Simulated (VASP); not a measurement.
## VASP 6.6.1 run: MgO

INCAR

```
PREC = Accurate
AMIX = 0.2
LCHARG = .FALSE.
SIGMA = 0.02
ISPIN = 2
IBRION = -1
ISMEAR = -1
LWAVE = .FALSE.
LREAL = .FALSE.
NELM = 120
ISIF = 2
NBANDS = 16
EDIFF = 1E-7
IMIX = 1
GGA = PE
NSW = 0
MAGMOM = 3 -3 -3 3
ENCUT = 520
LASPH = .TRUE.
```

KPOINTS

```
KPOINTS created by Atomic Simulation Environment
0
Gamma
12 12 6
0 0 0
```

POSCAR

```
Mg O
 1.0000000000000000
     3.2882172281021651   -0.0000000000288675    0.0000000000000000
    -1.6441086140260825    2.8476796527125590    0.0000000000000000
     0.0000000000000000    0.0000000000000000    4.9840226120000004
 Mg  O
   2   2
Cartesian
  0.0000000000166671  1.8984531017987498 -0.0568992741510676
  1.6441086140594163  0.9492265508849412  2.4351120318489330
  0.0000000000166671  1.8984531017987498  1.9259077536510683
  1.6441086140594163  0.9492265508849412  4.4179190596510685
```

The recommended PBE PAW datasets give the neutral cell 16 valence electrons.

Command

```
mpirun -np 1 vasp_std
```

OSZICAR

```
N       E                     dE             d eps       ncg     rms          rms(c)
DAV:   1     0.695703635172E+02    0.69570E+02   -0.75781E+03  4888   0.885E+02
DAV:   2    -0.137411938624E+02   -0.83312E+02   -0.76760E+02  6624   0.197E+02
DAV:   3    -0.176414140068E+02   -0.39002E+01   -0.38911E+01  5616   0.445E+01
DAV:   4    -0.176586774554E+02   -0.17263E-01   -0.17263E-01  5976   0.343E+00
DAV:   5    -0.176587732836E+02   -0.95828E-04   -0.95828E-04  5680   0.244E-01    0.282E+01
DAV:   6    -0.221809328402E+02   -0.45222E+01   -0.33706E+00  5912   0.145E+01    0.130E+01
DAV:   7    -0.230355744525E+02   -0.85464E+00   -0.10220E+00  5944   0.831E+00    0.634E+00
DAV:   8    -0.233329458843E+02   -0.29737E+00   -0.22436E-01  6208   0.410E+00    0.352E+00
DAV:   9    -0.234433434823E+02   -0.11040E+00   -0.53441E-02  6024   0.201E+00    0.238E+00
DAV:  10    -0.234818291144E+02   -0.38486E-01   -0.16069E-02  6096   0.103E+00    0.181E+00
...
DAV:  38    -0.235066296386E+02   -0.12621E-05   -0.14020E-07  4912   0.277E-03    0.591E-03
DAV:  39    -0.235066305425E+02   -0.90394E-06   -0.98789E-08  4056   0.233E-03    0.489E-03
DAV:  40    -0.235066311890E+02   -0.64652E-06   -0.73731E-08  3760   0.206E-03    0.406E-03
DAV:  41    -0.235066316515E+02   -0.46248E-06   -0.51905E-08  3688   0.173E-03    0.337E-03
DAV:  42    -0.235066319820E+02   -0.33052E-06   -0.36373E-08  3664   0.144E-03    0.280E-03
DAV:  43    -0.235066322179E+02   -0.23592E-06   -0.25856E-08  3672   0.120E-03    0.232E-03
DAV:  44    -0.235066323862E+02   -0.16831E-06   -0.18439E-08  3360   0.101E-03    0.193E-03
DAV:  45    -0.235066325061E+02   -0.11986E-06   -0.13159E-08  2592   0.845E-04    0.161E-03
DAV:  46    -0.235066325914E+02   -0.85334E-07   -0.93941E-09  2496   0.709E-04
   1 F= -.23506633E+02 E0= -.23506633E+02  d E =-.477643E-11  mag=    -0.0000
```

Standard output (part)

```
POSCAR found type information on POSCAR MgO
 POSCAR found :  2 types and       4 ions
 LDA part: xc-table for (Slater+PW92), standard interpolation
 POSCAR, INCAR and KPOINTS ok, starting setup
 WAVECAR not read
 entering main loop
```

It converged. Results: pressure 4.7 GPa; largest force 0.02 eV/Å; magnetic moment of the cell 0.00 μB.

For comparison, a separate PBE run of the intended cell, on usual settings and not on those above, gives a gap of 3.56 eV on its mesh and a pressure of 4.7 GPa.

The run above took about 3 min on one core of a shared host (Intel Xeon Platinum 8488C) and held 0.23 GiB at most.
